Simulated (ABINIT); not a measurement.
Crystal: ZrC.

```
CELL_PARAMETERS angstrom
0.00000 2.36500 2.36500
2.36500 0.00000 2.36500
2.36500 2.36500 0.00000
ATOMIC_POSITIONS crystal
Zr 0.50000 0.50000 0.50000
C 0.00000 0.00000 0.00000
```

Base run:

| Item | Value |
| --- | --- |
| Program | ABINIT 10.8.3 (patched build) |
| Functional | PBE |
| Potentials or basis | PseudoDojo NC SR PBE v0.5 stringent |
| Cutoff | 1116 eV |
| k mesh | 8 × 8 × 8 |
| Occupations | fermi-dirac, width 0.05 eV |
| Spin | no spin polarisation |

Its results: band gap on the k mesh none (metal or under the smearing width); pressure -2.8 GPa.

Question: The run is repeated on the same cell with these changes: functional from PBE to PBEsol; potentials or basis from PseudoDojo NC SR PBE v0.5 stringent to PseudoDojo NC SR PBEsol v0.4.1 standard; cutoff from 1116 eV to 1007 eV. What comes out?

Answer: Band gap on the k mesh none (metal or under the smearing width); pressure -8.5 GPa.
